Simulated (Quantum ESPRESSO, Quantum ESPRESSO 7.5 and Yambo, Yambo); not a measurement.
## Quasiparticle gap of AgCl (Fm-3m) in Yambo

How does a plane-wave GW calculation on AgCl (Fm-3m) run from the first input to the gap?

Calculated with Quantum ESPRESSO 7.5 and Yambo 5.3.0; PBE and many-body steps on it, plane waves.

### Step 1. Set-up

Symmetry: Fm-3m, No. 225, cubic system. Conventional cell: a = 5.597 Å, b = 5.597 Å, c = 5.597 Å, α = 90.00°, β = 90.00°, γ = 90.00°. Nearest to Ag lie 6 Cl at 2.80 Å. Cl has 6 Ag at 2.80 Å nearest. Farther neighbours and most contacts between anions are not listed.

The lattice is a measured one from papers, the positions are the Materials Project's; both are kept fixed.

### Step 2. Ground state

This step: Quantum ESPRESSO 7.5; DFT, PBE, plane waves, norm-conserving pseudopotentials.

The ground-state density comes first.

pw.in

```
&control
  calculation = 'scf'
  prefix = 'x'
  outdir = 'o'
  pseudo_dir = 'pseudo'
/
&system
  ibrav = 0
  nat = 2
  ntyp = 2
  ecutwfc = 74.0
  nbnd = 18
  force_symmorphic = .true.
/
&electrons
  conv_thr = 1e-10
  electron_maxstep = 80
  mixing_beta = 0.5
/
ATOMIC_SPECIES
  Ag 107.87 Ag.upf
  Cl 35.45 Cl.upf
CELL_PARAMETERS angstrom
  0.0000000000 2.7985000000 2.7985000000
  2.7985000000 0.0000000000 2.7985000000
  2.7985000000 2.7985000000 0.0000000000
ATOMIC_POSITIONS crystal
  Ag 0.0000000000 0.0000000000 0.0000000000
  Cl 0.5000000000 0.5000000000 0.5000000000
K_POINTS automatic
  6 6 6 0 0 0
```

Started as:

```sh
$ OMP_NUM_THREADS=1 mpirun -n 4 pw.x -nk 4 -in pw.in > pw.out
```

Output:

```text
Program PWSCF v.7.5 starts

     This program is part of the open-source Quantum ESPRESSO suite
     for quantum simulation of materials; please cite
         "P. Giannozzi et al., J. Phys.:Condens. Matter 21 395502 (2009);
         "P. Giannozzi et al., J. Phys.:Condens. Matter 29 465901 (2017);
         "P. Giannozzi et al., J. Chem. Phys. 152 154105 (2020);
     in publications or presentations arising from this work. More details at
     Message from routine setup:
     using ibrav=0 with symmetry is DISCOURAGED, use correct ibrav instead

     G-vector sticks info

     bravais-lattice index     =            0
     lattice parameter (alat)  =       7.4789  a.u.
     unit-cell volume          =     295.8030 (a.u.)^3
     number of atoms/cell      =            2
     number of atomic types    =            2
     number of electrons       =        26.00
     number of Kohn-Sham states=           18
     kinetic-energy cutoff     =      74.0000  Ry
     charge density cutoff     =     296.0000  Ry
     scf convergence threshold =      1.0E-10
     mixing beta               =       0.5000
     number of iterations used =            8  plain     mixing
     Exchange-correlation= PBE
                           (   1   4   3   4   0   0   0)

     celldm(1)=   7.478925  celldm(2)=   0.000000  celldm(3)=   0.000000
     celldm(4)=   0.000000  celldm(5)=   0.000000  celldm(6)=   0.000000

     crystal axes: (cart. coord. in units of alat)
               a(1) = (   0.000000   0.707107   0.707107 )
               a(2) = (   0.707107   0.000000   0.707107 )
               a(3) = (   0.707107   0.707107   0.000000 )

     reciprocal axes: (cart. coord. in units 2 pi/alat)
               b(1) = ( -0.707107  0.707107  0.707107 )
               b(2) = (  0.707107 -0.707107  0.707107 )
               b(3) = (  0.707107  0.707107 -0.707107 )
     Pseudo is Norm-conserving + core correction, Zval = 19.0
     Generated using ONCVPSP code by D. R. Hamann
     Using radial grid of 1538 points,  6 beta functions with:
     Pseudo is Norm-conserving + core correction, Zval =  7.0
     Generated using ONCVPSP code by D. R. Hamann
     Using radial grid of 1028 points,  6 beta functions with:
     Ag               19.00   107.87000     Ag( 1.00)
     Cl                7.00    35.45000     Cl( 1.00)

     48 Sym. Ops., with inversion, found

   Cartesian axes

     site n.     atom                  positions (alat units)
         1        Ag     tau(   1) = (   0.0000000   0.0000000   0.0000000  )
         2        Cl     tau(   2) = (   0.7071068   0.7071068   0.7071068  )

     number of k points=    16
                       cart. coord. in units 2pi/alat
        k(    1) = (   0.0000000   0.0000000   0.0000000), wk =   0.0092593
        k(    2) = (   0.1178511   0.1178511  -0.1178511), wk =   0.0740741
        k(    3) = (   0.2357023   0.2357023  -0.2357023), wk =   0.0740741
        k(    4) = (  -0.3535534  -0.3535534   0.3535534), wk =   0.0370370
        k(    5) = (   0.2357023   0.0000000  -0.0000000), wk =   0.0555556
        k(    6) = (   0.3535534   0.1178511  -0.1178511), wk =   0.2222222
        k(    7) = (  -0.2357023  -0.4714045   0.4714045), wk =   0.2222222
        k(    8) = (  -0.1178511  -0.3535534   0.3535534), wk =   0.2222222
        k(    9) = (   0.0000000  -0.2357023   0.2357023), wk =   0.1111111
        k(   10) = (   0.4714045   0.0000000  -0.0000000), wk =   0.0555556
     [... 4 further rows ...]
        k(   15) = (  -0.1178511  -0.3535534   0.5892557), wk =   0.2222222
        k(   16) = (  -0.7071068   0.2357023   0.0000000), wk =   0.1111111

     Dense  grid:    25509 G-vectors     FFT dimensions: (  45,  45,  45)

     Initial potential from superposition of free atoms

     starting charge      25.9995, renormalised to      26.0000
     Starting wfcs are   14 randomized atomic wfcs +    4 random wfcs

     per-process dynamical memory:    25.8 Mb

     Self-consistent Calculation

     iteration #  1     ecut=    74.00 Ry     beta= 0.50

     Threshold (ethr) on eigenvalues was too large:
     Diagonalizing with lowered threshold

     total energy              =    -342.88375865 Ry
     estimated scf accuracy    <       0.04284702 Ry

     iteration #  2     ecut=    74.00 Ry     beta= 0.50

     total energy              =    -342.89545777 Ry
     estimated scf accuracy    <       0.00691079 Ry

     iteration #  3     ecut=    74.00 Ry     beta= 0.50

     total energy              =    -342.89669139 Ry
     estimated scf accuracy    <       0.00045482 Ry

     iteration #  4     ecut=    74.00 Ry     beta= 0.50

     total energy              =    -342.89672784 Ry
     estimated scf accuracy    <       0.00004799 Ry

     iteration #  5     ecut=    74.00 Ry     beta= 0.50

     total energy              =    -342.89673146 Ry
     estimated scf accuracy    <       0.00000138 Ry

     iteration #  6     ecut=    74.00 Ry     beta= 0.50

     total energy              =    -342.89673170 Ry
     estimated scf accuracy    <       0.00000019 Ry

     iteration #  7     ecut=    74.00 Ry     beta= 0.50

     total energy              =    -342.89673177 Ry
     estimated scf accuracy    <       0.00000004 Ry

     iteration #  8     ecut=    74.00 Ry     beta= 0.50

     total energy              =    -342.89673178 Ry
     estimated scf accuracy    <          1.4E-09 Ry

     iteration #  9     ecut=    74.00 Ry     beta= 0.50

     End of self-consistent calculation

          k = 0.0000 0.0000 0.0000 (  3143 PWs)   bands (ev):

   -81.9858 -45.5120 -45.5120 -45.5120  -7.2815   5.3481   5.3481   5.3481
     5.3881   5.3881   5.4792   5.4792   5.4792   8.6036  18.4007  18.4007
    18.4007  20.1477

          k = 0.1179 0.1179-0.1179 (  3182 PWs)   bands (ev):

   -81.9860 -45.5127 -45.5122 -45.5122  -7.1856   4.3456   4.5281   4.5281
     5.4327   5.4327   5.6660   6.4509   6.4509   9.7152  16.5415  17.7136
    17.7136  19.4669

          k = 0.2357 0.2357-0.2357 (  3173 PWs)   bands (ev):

   -81.9859 -45.5139 -45.5124 -45.5124  -6.9822   3.1493   3.9200   3.9200
     5.6012   5.6012   5.8692   7.3186   7.3186  11.3657  14.6620  16.0434
    16.0434  20.2812

          k =-0.3536-0.3536 0.3536 (  3178 PWs)   bands (ev):

     [... further k-points ...]

     highest occupied, lowest unoccupied level (ev):     7.6822    8.6036

!    total energy              =    -342.89673178 Ry
     estimated scf accuracy    <          3.0E-11 Ry

     The total energy is the sum of the following terms:
     one-electron contribution =    -184.59040804 Ry
     hartree contribution      =     102.15289228 Ry
     xc contribution           =     -55.32505553 Ry
     ewald contribution        =    -205.13416049 Ry

     convergence has been achieved in   9 iterations

     XML data file, charge density, pseudopotentials, collected wavefunctions

=------------------------------------------------------------------------------=
   JOB DONE.
=------------------------------------------------------------------------------=
```

Wall time 10 s (4 MPI ranks of Intel Xeon Platinum 8259CL at 2.50GHz (Skylake/Cascade Lake), shared host); peak memory 0.28 GiB; 40 s of CPU time.

This step gave:

- total energy: -4665.3477 eV
- gap: 0.9214 eV
- k of the valence top: 0, 0, -0.5
- k of the conduction bottom: 0, 0, 0
- least direct gap: 3.124 eV

The gap is indirect, with the least direct gap 2.20 eV higher.

### Step 3. Bands along the symmetry lines

The cheap functional maps the bands first; the places of the edges decide which points the dearer methods must see.

pw.in

```
&control
  calculation = 'bands'
  prefix = 'x'
  outdir = 'o'
  pseudo_dir = 'pseudo'
/
&system
  ibrav = 0
  nat = 2
  ntyp = 2
  ecutwfc = 74.0
  nbnd = 19
  force_symmorphic = .true.
/
&electrons
  conv_thr = 1e-9
  electron_maxstep = 80
  diago_full_acc = .true.
  diago_thr_init = 5e-6
/
ATOMIC_SPECIES
  Ag 107.87 Ag.upf
  Cl 35.45 Cl.upf
CELL_PARAMETERS angstrom
  0.0000000000 2.7985000000 2.7985000000
  2.7985000000 0.0000000000 2.7985000000
  2.7985000000 2.7985000000 0.0000000000
ATOMIC_POSITIONS crystal
  Ag 0.0000000000 0.0000000000 0.0000000000
  Cl 0.5000000000 0.5000000000 0.5000000000
K_POINTS crystal
  50
  0.00000000 0.00000000 0.00000000 1
  0.06250000 0.00000000 0.06250000 1
  0.12500000 0.00000000 0.12500000 1
  0.18750000 0.00000000 0.18750000 1
  0.25000000 0.00000000 0.25000000 1
  0.31250000 0.00000000 0.31250000 1
  0.37500000 0.00000000 0.37500000 1
  0.43750000 0.00000000 0.43750000 1
  0.50000000 0.00000000 0.50000000 1
  0.51562500 0.03125000 0.51562500 1
  0.53125000 0.06250000 0.53125000 1
  0.54687500 0.09375000 0.54687500 1
  0.56250000 0.12500000 0.56250000 1
  0.57812500 0.15625000 0.57812500 1
  0.59375000 0.18750000 0.59375000 1
  0.60937500 0.21875000 0.60937500 1
  0.62500000 0.25000000 0.62500000 1
  0.37500000 0.37500000 0.75000000 1
  0.32812500 0.32812500 0.65625000 1
  0.28125000 0.28125000 0.56250000 1
  0.23437500 0.23437500 0.46875000 1
  0.18750000 0.18750000 0.37500000 1
  0.14062500 0.14062500 0.28125000 1
  0.09375000 0.09375000 0.18750000 1
  0.04687500 0.04687500 0.09375000 1
  0.00000000 0.00000000 0.00000000 1
  0.06250000 0.06250000 0.06250000 1
  0.12500000 0.12500000 0.12500000 1
  0.18750000 0.18750000 0.18750000 1
  0.25000000 0.25000000 0.25000000 1
  0.31250000 0.31250000 0.31250000 1
  0.37500000 0.37500000 0.37500000 1
  0.43750000 0.43750000 0.43750000 1
  0.50000000 0.50000000 0.50000000 1
  0.50000000 0.46875000 0.53125000 1
  0.50000000 0.43750000 0.56250000 1
  0.50000000 0.40625000 0.59375000 1
  0.50000000 0.37500000 0.62500000 1
  0.50000000 0.34375000 0.65625000 1
  0.50000000 0.31250000 0.68750000 1
  0.50000000 0.28125000 0.71875000 1
  0.50000000 0.25000000 0.75000000 1
  0.50000000 0.21875000 0.71875000 1
  0.50000000 0.18750000 0.68750000 1
  0.50000000 0.15625000 0.65625000 1
  0.50000000 0.12500000 0.62500000 1
  0.50000000 0.09375000 0.59375000 1
  0.50000000 0.06250000 0.56250000 1
  0.50000000 0.03125000 0.53125000 1
  0.50000000 0.00000000 0.50000000 1
```

Output:

```text
[banner, memory and clock lines left out]
Program PWSCF v.7.5 starts

     Atomic positions and unit cell read from directory:
     o/x.save/

     Message from routine setup:
     using ibrav=0 with symmetry is DISCOURAGED, use correct ibrav instead

     G-vector sticks info

     bravais-lattice index     =            0
     lattice parameter (alat)  =       7.4789  a.u.
     unit-cell volume          =     295.8030 (a.u.)^3
     number of atoms/cell      =            2
     number of atomic types    =            2
     number of electrons       =        26.00
     number of Kohn-Sham states=           19
     kinetic-energy cutoff     =      74.0000  Ry
     charge density cutoff     =     296.0000  Ry
     Exchange-correlation= PBE
                           (   1   4   3   4   0   0   0)

     celldm(1)=   7.478925  celldm(2)=   0.000000  celldm(3)=   0.000000
     celldm(4)=   0.000000  celldm(5)=   0.000000  celldm(6)=   0.000000

     crystal axes: (cart. coord. in units of alat)
               a(1) = (   0.000000   0.707107   0.707107 )
               a(2) = (   0.707107   0.000000   0.707107 )
               a(3) = (   0.707107   0.707107   0.000000 )

     reciprocal axes: (cart. coord. in units 2 pi/alat)
               b(1) = ( -0.707107  0.707107  0.707107 )
               b(2) = (  0.707107 -0.707107  0.707107 )
               b(3) = (  0.707107  0.707107 -0.707107 )
     Pseudo is Norm-conserving + core correction, Zval = 19.0
     Generated using ONCVPSP code by D. R. Hamann
     Using radial grid of 1538 points,  6 beta functions with:
     Pseudo is Norm-conserving + core correction, Zval =  7.0
     Generated using ONCVPSP code by D. R. Hamann
     Using radial grid of 1028 points,  6 beta functions with:
     Ag               19.00   107.87000     Ag( 1.00)
     Cl                7.00    35.45000     Cl( 1.00)

     48 Sym. Ops., with inversion, found

   Cartesian axes

     site n.     atom                  positions (alat units)
         1        Ag     tau(   1) = (   0.0000000   0.0000000   0.0000000  )
         2        Cl     tau(   2) = (   0.7071068   0.7071068   0.7071068  )

     number of k points=    50
                       cart. coord. in units 2pi/alat
        k(    1) = (   0.0000000   0.0000000   0.0000000), wk =   0.0400000
        k(    2) = (   0.0000000   0.0883883   0.0000000), wk =   0.0400000
        k(    3) = (   0.0000000   0.1767767   0.0000000), wk =   0.0400000
[...]
[... 38 further rows ...]
        k(   49) = (   0.0441942   0.7071068   0.0000000), wk =   0.0400000
        k(   50) = (   0.0000000   0.7071068   0.0000000), wk =   0.0400000

     Dense  grid:    25509 G-vectors     FFT dimensions: (  45,  45,  45)

     The potential is recalculated from file :
     o/x.save/charge-density

     Starting wfcs are   14 randomized atomic wfcs +    5 random wfcs

     Band Structure Calculation

     End of band structure calculation

          k = 0.0000 0.0000 0.0000 (  3143 PWs)   bands (ev):

   -81.9858 -45.5120 -45.5120 -45.5120  -7.2816   5.3481   5.3481   5.3481
     5.3881   5.3881   5.4792   5.4792   5.4792   8.6036  18.4007  18.4007
    18.4007  20.1477  20.8591

          k = 0.0000 0.0884 0.0000 (  3175 PWs)   bands (ev):

   -81.9860 -45.5122 -45.5121 -45.5121  -7.2625   4.8132   5.1917   5.1917
[...]
18.2369  19.2338  20.6517

          k = 0.0000 0.1768 0.0000 (  3195 PWs)   bands (ev):

[...]
17.9473  17.9473  21.2666

          k =-0.0000 0.2652 0.0000 (  3187 PWs)   bands (ev):

[...]
k = 0.0000 0.4419-0.0000 (  3174 PWs)   bands (ev):

[...]
k =-0.0000 0.5303 0.0000 (  3194 PWs)   bands (ev):

[...]
k = 0.0000 0.6187-0.0000 (  3202 PWs)   bands (ev):

[...]
k = 0.4640 0.4640-0.0000 (  3198 PWs)   bands (ev):

[...]
k = 0.3315 0.3315-0.0000 (  3164 PWs)   bands (ev):

[...]
k = 0.3094 0.7071-0.0000 (  3178 PWs)   bands (ev):

[...]
k = 0.2210 0.7071-0.0000 (  3180 PWs)   bands (ev):

[...]
k = 0.1768 0.7071-0.0000 (  3184 PWs)   bands (ev):

[...]
k = 0.0442 0.7071 0.0000 (  3206 PWs)   bands (ev):

[...]
18.9163  19.1187  22.3609

          k = 0.0000 0.7071 0.0000 (  3218 PWs)   bands (ev):

   -81.9862 -45.5145 -45.5131 -45.5131  -6.8579   3.5668   4.7770   4.7770
     5.0468   5.5642   5.8002   5.8002   5.8683  10.1056  15.6917  16.2373
    19.0699  19.0699  22.3648

     XML data file, pseudopotentials, collected wavefunctions
```

The job ended after 9.2 s (4 MPI ranks; peak memory 0.25 GiB; 36 s of CPU time).

This step gave:

```yaml
gap: 0.9214 eV
k_of_the_valence_top: 0.5, 0.5, 0.5
k_of_the_conduction_bottom: 0, 0, 0
least_direct_gap: 2.906 eV
```

The gap is 0.921 eV, as in the run before at this level.

Electronic bands along the path, in eV, zero at the top of the highest filled band:

| point | band 10 | band 11 | band 12 | band 13 | band 14 | band 15 | band 16 | band 17 |
| --- | --- | --- | --- | --- | --- | --- | --- | --- |
| Γ | -2.29 | -2.20 | -2.20 | -2.20 | 0.92 | 10.72 | 10.72 | 10.72 |
| halfway | -2.21 | -1.69 | -1.69 | -1.28 | 3.37 | 7.39 | 8.77 | 10.11 |
| X | -2.12 | -1.88 | -1.88 | -1.81 | 2.42 | 8.01 | 8.56 | 11.39 |
| halfway | -1.90 | -1.85 | -1.71 | -1.69 | 2.77 | 7.85 | 8.41 | 10.80 |
| U | -1.94 | -1.77 | -1.59 | -0.99 | 3.61 | 7.25 | 8.09 | 9.71 |
| jump to K | -1.94 | -1.77 | -1.59 | -0.99 | 3.61 | 7.25 | 8.09 | 9.71 |
| halfway | -2.06 | -1.64 | -1.64 | -0.23 | 3.72 | 7.32 | 8.09 | 8.76 |
| Γ | -2.29 | -2.20 | -2.20 | -2.20 | 0.92 | 10.72 | 10.72 | 10.72 |
| halfway | -2.17 | -1.92 | -0.76 | -0.76 | 2.91 | 7.80 | 9.14 | 9.14 |
| L | -1.99 | -1.69 | 0.00 | 0.00 | 4.31 | 6.39 | 7.67 | 7.67 |
| halfway | -1.99 | -1.75 | -0.95 | -0.46 | 4.92 | 5.71 | 8.06 | 8.48 |
| W | -1.91 | -1.89 | -1.88 | -1.12 | 4.16 | 7.87 | 7.87 | 7.97 |
| halfway | -1.90 | -1.88 | -1.86 | -1.40 | 3.11 | 7.84 | 8.28 | 9.66 |
| X | -2.12 | -1.88 | -1.88 | -1.81 | 2.42 | 8.01 | 8.56 | 11.39 |

(Part 1 of 3 ends here.)

[Paths, hosts, dates, memory and timing lines, banners, echoed tables and standing remarks are left out of the program output.]

[Logs are printed without paths, hosts, clocks, repeated set-up lines and the standing remarks that a program may print on its own settings, such as how far it seeks lower states.]

[Runs of the session that timed out or met a known fault of the program may be left out.]

[Hosts, paths, dates, database ids (printed as entryN), source tags and the programs' standing remarks are cut or masked in the printed files.]
